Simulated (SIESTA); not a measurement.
## C in SIESTA: convergence with basis size

Input of the first run (basis size SZ); the others differ in this setting and in those tied to it:

The input C.fdf:

```
SystemName                      C
SystemLabel                     C
NumberOfSpecies                 1
NumberOfAtoms                   4
%block ChemicalSpeciesLabel
  1   6 C
%endblock ChemicalSpeciesLabel

LatticeConstant                 1.0 Ang
%block LatticeVectors
     2.4561701622     0.0000000000     0.0000000000
    -1.2280850811     2.1271057565     0.0000000000
     0.0000000000     0.0000000000    23.5238033600
%endblock LatticeVectors
AtomicCoordinatesFormat         Fractional
%block AtomicCoordinatesAndAtomicSpecies
     0.3333333300     0.6666666600     0.3188259945  1  C
     0.6666666700     0.3333333400     0.3188259945  1  C
     0.3333333300     0.6666666600     0.6811740055  1  C
     0.6666666700     0.3333333400     0.6811740055  1  C
%endblock AtomicCoordinatesAndAtomicSpecies

%block kgrid.MonkhorstPack
    9   0   0  0.0
    0   9   0  0.0
    0   0   1  0.0
%endblock kgrid.MonkhorstPack
XC.Functional                   GGA
XC.Authors                      PBE
PAO.BasisSize                   SZ
PAO.EnergyShift                 0.003 Ry
Mesh.Cutoff                     500 Ry
OccupationFunction              FD
ElectronicTemperature           0.05 eV
Slab.DipoleCorrection           vacuum
MaxSCFIterations                120
SCF.MustConverge                false
SCF.Mixer.Method                Pulay
SCF.Mixer.Weight                0.25
SCF.Mixer.History               8
SCF.DM.Tolerance                5.0e-05
SCF.H.Tolerance                 1.0e-03 eV
WriteForces                     true
Charge.Mulliken                 end
```

Potentials or basis: PseudoDojo 0.4 standard (PBE files), SZ (energy shift 0.003 Ry).

Launch:

```sh
$ siesta < C.fdf > C.out 2>&1
```

Hardware: 1 thread of Arm Neoverse V1, with other jobs on the host.

| basis size | energy less the tightest run, at zero smearing (meV/atom) | SCF cycles | CPU time (s) | peak memory (GiB) |
| --- | --- | --- | --- | --- |
| SZ | 1544.61 | 4 | 3.7 | 0.17 |
| SZP | 960.79 | 7 | 14 | 0.22 |
| DZ | 181.28 | 7 | 6.4 | 0.18 |
| DZP | 41.26 | 8 | 19 | 0.23 |
| DZDP | 51.93 | 9 | 34 | 0.26 |
| TZP | 14.73 | 11 | 31 | 0.25 |
| TZDP | 23.46 | 9 | 43 | 0.28 |
| TZTP | 0.00 | 9 | 68 | 0.32 |

Not settled before the last step: the energy (to 1 meV/atom). The tightest run that finished is the yardstick and may itself not be fully converged.
